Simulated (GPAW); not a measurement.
# GaAs (F-43m) in GPAW: convergence with k mesh

Aim: find how far k mesh must go before the results for GaAs settle, at PBE. This setting moves, with any that are tied to it; all else stays.

All numbers are computed with GPAW 26.7.0; they aren't measurements. Logs are shortened: lines on timing, memory, paths and dates and some standing lists are left out, and cuts for length are marked. The log counts tension as positive stress, the text compression.

## 1. Starting point

It takes space group F-43m (No. 216, cubic). The conventional cell has a = 5.654 Å, b = 5.654 Å, c = 5.654 Å, α = 90.00°, β = 90.00°, γ = 90.00°. As (site symmetry -43m) is surrounded by 4 Ga at 2.45 Å. Ga (site symmetry -43m) is surrounded by 4 As at 2.45 Å.

## 2. With k mesh 2 × 2 × 2

File run.py:

```python
import json
import numpy as np
from ase.dft.bandgap import bandgap
from ase.io import read, write
from gpaw import GPAW, PW
from gpaw.response.g0w0 import G0W0

atoms = read('GaAs.xyz')

calc = GPAW(mode=PW(450),
            xc='PBE',
            kpts={'size': (2, 2, 2), 'gamma': True},
            occupations={'name': 'fermi-dirac', 'width': 0.001},
            nbands=11,
            convergence={'density': 1e-06},
            maxiter=150,
            txt='gpaw.txt')
atoms.calc = calc
energy = atoms.get_potential_energy()
calc.write('gs.gpw')
write('result.traj', atoms)
print(f'Energy: {energy:.6f} eV')
print('Fermi level:', round(calc.get_fermi_level(), 4), 'eV')
print(f'Gap: {bandgap(calc)[0]:.4f} eV, direct: {bandgap(calc, direct=True)[0]:.4f} eV')

calc.diagonalize_full_hamiltonian(nbands=77)
calc.write('full.gpw', mode='all')

ibz = calc.get_ibz_k_points()
gap, vbm, cbm = bandgap(calc, output=None)
gap, direct, _ = bandgap(calc, direct=True, output=None)
gamma = int(np.abs(ibz).sum(1).argmin())
kpts = sorted({gamma, vbm[1], cbm[1], direct[1]})
gw = G0W0(calc='full.gpw',
          filename='gw',
          ecut=80,
          ecut_extrapolation=False,
          relbands=(-1, 1),
          kpts=kpts,
          integrate_gamma='1BZ',
          nbands=73,
          ppa=True)
gw.calculate()
results = {mode: {key: np.asarray(r[key]).tolist() for key in ['f', 'eps', 'vxc', 'exx', 'sigma', 'Z', 'qp', 'sigma_eskn']}
           for mode, r in gw.all_results.items()}
json.dump({'kpts': ibz[kpts].tolist(), 'results': results}, open('gw.json', 'w'))
for mode, r in results.items():
    f, qp = np.array(r['f']), np.array(r['qp'])
    print(mode, 'quasiparticle energies (eV):')
    print(qp.round(3))
    print(mode, 'gap:', round(qp[f < 0.5].min() - qp[f > 0.5].max(), 4), 'eV')
```

File GaAs.xyz:

```xyz
2
Lattice="0.0000000000 2.8268500000 2.8268500000 2.8268500000 0.0000000000 2.8268500000 2.8268500000 2.8268500000 0.0000000000" Properties=species:S:1:pos:R:3 pbc="T T T"
As     4.2402750000      4.2402750000      4.2402750000
Ga     0.0000000000      0.0000000000      0.0000000000
```

Potentials or basis: GPAW PAW data sets (gpaw-data 1.2.1), pw.

The run is started by

```console
$ OMP_NUM_THREADS=1 python run.py
```

gpaw.txt:

```text
__  _  _
 | _ |_)|_||  |
 |__||  | ||/\| - 26.7.0

Input parameters:
  mode=PW(ecut=450.00000000000006),
  convergence={'density': 1e-06},
  kpts=MonkhorstPack(size=(2, 2, 2), gamma=True),
  maxiter=150,
  nbands=11,
  occupations=Occupations(name='fermi-dirac', width=0.001),
  xc=XC(name='PBE')

Diagonalizing LCAO Hamiltonian
Converting LCAO to pw mode

                    As

       Ga

Atoms  # Å, Bohr magnetons
|   | symbol |        x |        y |        z |    initial magnetic moments |
|---|--------|----------|----------|----------|-----------------------------|
| 0 |     As | 4.240275 | 4.240275 | 4.240275 | ( 0.0000,  0.0000,  0.0000) |
| 1 |     Ga | 0.000000 | 0.000000 | 0.000000 | ( 0.0000,  0.0000,  0.0000) |

Unit cell  # Å
| periodic |        x |        y |        z |  lengths |    angles |
|----------|----------|----------|----------|----------|-----------|
|      yes | 0.000000 | 2.826850 | 2.826850 | 3.997770 | 60.000000 |
|      yes | 2.826850 | 0.000000 | 2.826850 | 3.997770 | 60.000000 |
|      yes | 2.826850 | 2.826850 | 0.000000 | 3.997770 | 60.000000 |

Number of symmetries: 24
Symmetry operations  # r_c * U_cc + t_c -> r_c
|    | kind |            matrix            |
|----|------|------------------------------|
|  0 |  E   |  1, 0, 0,  0, 1, 0,  0, 0, 1 |
|  1 |  σ   |  1, 0, 0,  0, 0, 1,  0, 1, 0 |
|  2 |  σ   |  1, 0,-1,  0, 1,-1,  0, 0,-1 |
|  3 |  C3  |  1, 0,-1,  0, 0,-1,  0, 1,-1 |
|  4 |  C3  |  1,-1, 0,  0,-1, 1,  0,-1, 0 |
|  5 |  σ   |  1,-1, 0,  0,-1, 0,  0,-1, 1 |
|  6 |  σ   |  0, 1, 0,  1, 0, 0,  0, 0, 1 |
|  7 |  C3  |  0, 1, 0,  0, 0, 1,  1, 0, 0 |
|  8 |  C2  |  0, 1,-1,  1, 0,-1,  0, 0,-1 |
|  9 |  S4  |  0, 1,-1,  0, 0,-1,  1, 0,-1 |
| 10 |  C3  |  0, 0, 1,  1, 0, 0,  0, 1, 0 |
| 11 |  σ   |  0, 0, 1,  0, 1, 0,  1, 0, 0 |
| 12 |  S4  |  0, 0,-1,  1, 0,-1,  0, 1,-1 |
| 13 |  C3  |  0, 0,-1,  0, 1,-1,  1, 0,-1 |
| 14 |  S4  |  0,-1, 1,  1,-1, 0,  0,-1, 0 |
| 15 |  C2  |  0,-1, 1,  0,-1, 0,  1,-1, 0 |
| 16 |  C3  |  0,-1, 0,  1,-1, 0,  0,-1, 1 |
| 17 |  S4  |  0,-1, 0,  0,-1, 1,  1,-1, 0 |
| 18 |  S4  | -1, 1, 0, -1, 0, 1, -1, 0, 0 |
| 19 |  C3  | -1, 1, 0, -1, 0, 0, -1, 0, 1 |
| 20 |  C3  | -1, 0, 1, -1, 1, 0, -1, 0, 0 |
| 21 |  S4  | -1, 0, 1, -1, 0, 0, -1, 1, 0 |
| 22 |  σ   | -1, 0, 0, -1, 1, 0, -1, 0, 1 |
| 23 |  C2  | -1, 0, 0, -1, 0, 1, -1, 1, 0 |

BZ-sampling:
  Number of BZ points: 8
  Number of IBZ points: 3

  Monkhorst-Pack size: [2, 2, 2]
  Monkhorst-Pack shift: [0.25, 0.25, 0.25]

K-points  # in reciprocal-cell coordinates
|   |                                coordinates |     weight |
|---|--------------------------------------------|------------|
| 0 | (  0.00000000,   0.00000000,   0.00000000) | 0.12500000 |
| 1 | (  0.50000000,   0.50000000,   0.00000000) | 0.37500000 |
| 2 | (  0.50000000,   0.50000000,   0.50000000) | 0.50000000 |

Plane wave coefficients: 982
Cutoff: 450.00000000000006 eV

Spin-components: 1 (collinear spins)
Bands:           11
Projectors:      10
Spin-degeneracy: 2
Datatype:        complex128

Density:
  Valence electrons: 8.0
  Components: 1
  Grid points: [20 20 20]
  Charge: 0.0  # |e|

Potential:
  Grid points: [20 20 20]

species:
  As:
    name:    Arsenic
    Z:       33.0
    valence: 5
    core:    28
    charge:  0.0  # [|e|]
    compensation charges:
      type: gauss
      rc: 0.33  # [Å]
      lmax: 2
    cutoffs:
      filter: 1.87  # [Å]
      core: 2.96  # [Å]
    projectors
    | kind |    occ | energy [eV] | rcut [Å] |
    |------|--------|-------------|----------|
    |   4s |  2.000 |     -14.487 |    1.058 |
    |   4p |  3.000 |      -5.196 |    1.058 |
    |    s |        |      12.725 |    1.058 |
    |    p |        |      22.016 |    1.058 |
    |    d |        |       0.000 |    1.058 |

    Using partial waves for As as LCAO basis

  Ga:
    name:    Gallium
    Z:       31.0
    valence: 3
    core:    28
    charge:  0.0  # [|e|]
    compensation charges:
      type: gauss
      rc: 0.37  # [Å]
      lmax: 2
    cutoffs:
      filter: 2.06  # [Å]
      core: 4.17  # [Å]
    projectors
    | kind |    occ | energy [eV] | rcut [Å] |
    |------|--------|-------------|----------|
    |   4s |  2.000 |      -8.945 |    1.164 |
    |   4p |  1.000 |      -2.580 |    1.164 |
    |    s |        |      18.266 |    1.164 |
    |    p |        |      24.631 |    1.164 |
    |    d |        |       0.000 |    1.164 |

    Using partial waves for Ga as LCAO basis

Reference energy: -114387.645129  # eV

eigensolver:
  PPCG
  Converge bands: occupied
  niter=2

density mixing:
  MSR1-Mixer
  Pratt-step length: 0.05
  Maximum mixing coefficient: 0.75
  Old densities: 10
  SVD Regularization: 0.005
  Good broyden scale: 1.0
  Trust region scale: 1.0
  Backstep threshold: 4.0
  History deletion threshold: 6.0
  Fourier metric: weight=20.0, sigma=0.015

occupation numbers:
  Fermi-Dirac:
    width: 0.0010  # eV

poisson solver:
  ecut: 3600.0000000000005  # eV

xc functional:
  name: PBE with 2 nearest neighbor stencil

convergence criteria:
- Maximum integral of absolute [dens]ity change: 1e-06 electrons / valence electron
- Maximum [total energy] change in last 3 cyles: 0.0005 eV / valence electron
- Maximum integral of absolute [eigenst]ate change: 4e-08 eV^2 / valence electron
maximum number of iterations: 150

SCF iterations
|iter     | |      energy | eigst |  dens |
|---------|-|-------------|-------|-------|
|iter:   1| |   -6.063635 | -0.63 |       |
|iter:   2| |   -6.004207 | -3.09 | -0.71 |
|iter:   3| |   -5.776643 | -1.85 | -0.74 |
|iter:   4| |   -5.783754 | -3.43 | -1.34 |
|iter:   5| |   -5.784923 | -4.25 | -1.86 |
|iter:   6| |   -5.784986c| -5.67 | -2.64 |
|iter:   7| |   -5.784988c| -7.18 | -3.42 |
|iter:   8| |   -5.784989c| -8.03c| -3.97 |
|iter:   9| |   -5.784989c| -8.81c| -5.26 |
|iter:  10| |   -5.784989c| -9.24c| -5.69 |
|iter:  11| |   -5.784989c|-10.55c| -6.79c|

Converged in 11 steps
Energy contributions relative to reference atoms: (reference = -114387.645129)

Energy contributions:
  Kinetic:          31.650695
  Coulomb:         -24.906821
  Zero:              0.023385
  External:          0.000000
  Xc:              -12.552249
  Entropy:          -0.000000
  Spinorbit:         0.000000
  ----------------------------
  Free energy:      -5.784989
  Extrapolated:     -5.784989

dipole moment: (-11.116426, -11.116426, -11.116426)  # |e|*Ang

Fermi level: 5.305
Eigenvalues  # (at kpt = [0.000, 0.000, 0.000])
| band index |      eig [eV] | occ [0-2] |
|------------|---------------|-----------|
|          0 |        -7.445 |     2.000 |
|          1 |         5.275 |     2.000 |
|          2 |         5.275 |     2.000 |
|          3 |         5.275 |     2.000 |
|          4 |         5.788 |     0.000 |
|          5 |         8.803 |     0.000 |
|          6 |         8.803 |     0.000 |
|          7 |         8.803 |     0.000 |
|          8 |        12.893 |     0.000 |
|          9 |        15.139 |     0.000 |
|         10 |        15.139 |     0.000 |

Gap: 0.513 eV
Transition (v -> c):
  (s=0, k=0, n=3, [0.00, 0.00, 0.00]) -> (s=0, k=0, n=4, [0.00, 0.00, 0.00])
No difference between direct/indirect transitions
# Writing to gs.gpw (mode='')

Matrix size: 982x982
# Writing to full.gpw (mode='all')
```

gw.w.txt:

```text
FrequencyGridDescriptor(from 0.000+0.000j to 0.000+27.211j eV, 2 points)
FrequencyGridDescriptor(from 0.000+0.000j to 0.000+27.211j eV, 2 points)

BZ k-points: Symmetries present (total): 24

8 k-points: 2 x 2 x 2 Monkhorst-Pack grid + [1/4,1/4,1/4]
3 k-points in the irreducible part of the Brillouin zone
       k-points in crystal coordinates                weights
   0:     0.00000000    0.00000000    0.00000000          1/8
   1:     0.50000000    0.50000000    0.00000000          3/8
[... 109 lines left out ...]
exx:     Exact exchange [eV]
sigma:   Self-energies [eV]
dsigma:  Self-energy derivatives
Z:       Renormalization factors
qp:      QP-energies [eV]

k-point 0 (0): (0.000, 0.000, 0.000)                GW
band       f     eps     vxc     exx   sigma  dsigma       Z      qp
                                                                   GW
   3   1.000   5.275 -14.863 -17.462   2.139  -0.245   0.803   4.905
   4   0.000   5.788 -16.022 -10.677  -4.301  -0.244   0.804   6.628
```

Wall time 46 s (1 thread of Arm Neoverse V2, shared host); peak memory 0.28 GiB.

What came out:

* Free energy: -5.7850 eV
* Band gap on the k mesh, mean-field level: 0.51 eV, direct
* Quasiparticle gap: 1.72 eV
* Least direct quasiparticle gap: 1.72 eV

## 3. With k mesh 3 × 3 × 3

Edit run.py of step 2 so:

```diff
@@ -11,3 +11,3 @@
             xc='PBE',
-            kpts={'size': (2, 2, 2), 'gamma': True},
+            kpts={'size': (3, 3, 3), 'gamma': True},
             occupations={'name': 'fermi-dirac', 'width': 0.001},
```

GaAs.xyz is that of step 2.

Potentials or basis: GPAW PAW data sets (gpaw-data 1.2.1), pw.

The run is started by

```console
$ OMP_NUM_THREADS=1 python run.py
```

Wall time 62 s (1 thread of Arm Neoverse V2, shared host); peak memory 0.29 GiB.

What came out:

* Free energy: -7.6487 eV
* Band gap on the k mesh, mean-field level: 0.56 eV, direct
* Quasiparticle gap: 1.71 eV
* Least direct quasiparticle gap: 1.71 eV

## 4. With k mesh 4 × 4 × 4

Edit run.py of step 3 so:

```diff
@@ -11,3 +11,3 @@
             xc='PBE',
-            kpts={'size': (3, 3, 3), 'gamma': True},
+            kpts={'size': (4, 4, 4), 'gamma': True},
             occupations={'name': 'fermi-dirac', 'width': 0.001},
```

GaAs.xyz is that of step 3.

The run is started by

```console
$ OMP_NUM_THREADS=1 python run.py
```

Run time: 2.1 min. Hardware: 1 thread of Arm Neoverse V2, shared host; peak memory 0.29 GiB.

Results (log left out):

```
Free energy                              : -8.0552 eV
Band gap on the k mesh, mean-field level : 0.57 eV, direct
Quasiparticle gap                        : 1.69 eV
Least direct quasiparticle gap           : 1.69 eV
```

## 5. With k mesh 5 × 5 × 5

Edit run.py of step 4 so:

```diff
@@ -11,3 +11,3 @@
             xc='PBE',
-            kpts={'size': (4, 4, 4), 'gamma': True},
+            kpts={'size': (5, 5, 5), 'gamma': True},
             occupations={'name': 'fermi-dirac', 'width': 0.001},
```

GaAs.xyz is that of step 4.

The run is started by

```console
$ OMP_NUM_THREADS=1 python run.py
```

Wall time 2.8 min (1 thread of Arm Neoverse V2, shared host); peak memory 0.31 GiB.

It converged, with:

- Free energy: -8.1705 eV
- Band gap on the k mesh, mean-field level: 0.58 eV, direct
- Quasiparticle gap: 1.65 eV
- Least direct quasiparticle gap: 1.65 eV

## 6. With k mesh 6 × 6 × 6

Edit run.py of step 5 so:

```diff
@@ -11,3 +11,3 @@
             xc='PBE',
-            kpts={'size': (5, 5, 5), 'gamma': True},
+            kpts={'size': (6, 6, 6), 'gamma': True},
             occupations={'name': 'fermi-dirac', 'width': 0.001},
```

GaAs.xyz is that of step 5.

Potentials or basis: GPAW PAW data sets (gpaw-data 1.2.1), pw.

The run is started by

```console
$ OMP_NUM_THREADS=1 python run.py
```

It took 4.7 min on 1 thread of Arm Neoverse V2, shared host; peak memory 0.38 GiB.

Results (log left out):

* Free energy: -8.2086 eV
* Band gap on the k mesh, mean-field level: 0.58 eV, direct
* Quasiparticle gap: 1.66 eV
* Least direct quasiparticle gap: 1.66 eV

## 7. With k mesh 7 × 7 × 7

Edit run.py of step 6 so:

```diff
@@ -11,3 +11,3 @@
             xc='PBE',
-            kpts={'size': (6, 6, 6), 'gamma': True},
+            kpts={'size': (7, 7, 7), 'gamma': True},
             occupations={'name': 'fermi-dirac', 'width': 0.001},
```

GaAs.xyz is that of step 6.

The run is started by

```console
$ OMP_NUM_THREADS=1 python run.py
```

Wall time 6.7 min (1 thread of Arm Neoverse V2, shared host); peak memory 0.46 GiB.

Results (log left out):

* Free energy: -8.2228 eV
* Band gap on the k mesh, mean-field level: 0.59 eV, direct
* Quasiparticle gap: 1.62 eV
* Least direct quasiparticle gap: 1.62 eV

## 8. With k mesh 8 × 8 × 8

Edit run.py of step 7 so:

```diff
@@ -11,3 +11,3 @@
             xc='PBE',
-            kpts={'size': (7, 7, 7), 'gamma': True},
+            kpts={'size': (8, 8, 8), 'gamma': True},
             occupations={'name': 'fermi-dirac', 'width': 0.001},
```

GaAs.xyz is that of step 7.

The run is started by

```console
$ OMP_NUM_THREADS=1 python run.py
```

Run time: 11 min. Hardware: 1 thread of Arm Neoverse V2, shared host; peak memory 0.58 GiB.

The run converged. Its results:

- Free energy: -8.2285 eV
- Band gap on the k mesh, mean-field level: 0.59 eV, direct
- Quasiparticle gap: 1.65 eV
- Least direct quasiparticle gap: 1.65 eV

## 9. Result

| k mesh | energy less the tightest run, at zero smearing (meV/atom) | gap on the mesh (eV) | quasiparticle gap at the points computed (eV) | SCF cycles | CPU time (s) | peak memory (GiB) |
| --- | --- | --- | --- | --- | --- | --- |
| 2 × 2 × 2 | 1221.75 | 0.513 | 1.722 | 11 | 46 | 0.28 |
| 3 × 3 × 3 | 289.88 | 0.559 | 1.711 | 11 | 62 | 0.29 |
| 4 × 4 × 4 | 86.65 | 0.574 | 1.691 | 11 | 130 | 0.29 |
| 5 × 5 × 5 | 28.99 | 0.581 | 1.648 | 11 | 170 | 0.31 |
| 6 × 6 × 6 | 9.93 | 0.584 | 1.659 | 11 | 280 | 0.38 |
| 7 × 7 × 7 | 2.87 | 0.586 | 1.624 | 11 | 400 | 0.46 |
| 8 × 8 × 8 | 0.00 | 0.587 | 1.649 | 11 | 650 | 0.58 |

Against the tightest run, the gap on the mesh stays within 0.01 eV from 5 × 5 × 5 on; the quasiparticle gap at the points computed stays within 0.05 eV from 4 × 4 × 4 on. Not settled before the last step: the energy (to 1 meV/atom). Meshes of other sizes hit other points, so gaps and Fermi surfaces needn't settle smoothly. The tightest run that finished is the yardstick and may itself not be fully converged.

Caveats: the quasiparticle gap is taken among the few k points that were corrected; the long-wavelength limit can be off by a per cent or two.
